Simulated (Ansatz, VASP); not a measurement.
# Two plane-wave programs on Sb

```
CELL_PARAMETERS angstrom
3.16889 0.00000 0.00000
-1.58444 2.74434 0.00000
0.00000 0.00000 3.01762
ATOMIC_POSITIONS crystal
Sb 0.00000 0.00000 0.00000
```

Alike in both runs: functional PBE; k mesh 13 × 13 × 12; occupations fermi-dirac, width 0.05 eV; no spin polarisation.

Ansatz relaxed the structure, and its values are those at the end. VASP's run is a single point on that final structure, the one shown.

|  | VASP | Ansatz |
| --- | --- | --- |
| version | VASP 6.6.1 | Ansatz 0.2.0 |
| potentials or method | VASP PAW PBE potentials, release 64 (Sb) | PAW with Ansatz's default frozen-core files, scalar-relativistic |
| plane-wave cutoff (eV) | 520 | 420 |
| valence electrons in the cell | 5 | 15 |

```csv
,VASP,Ansatz,Ansatz less VASP
pressure (GPa),7.6,7.6,+0.01
```

The two sets of potentials don't hold the same shells in valence.

Spin-orbit coupling is left out, which matters for the levels of Sb.
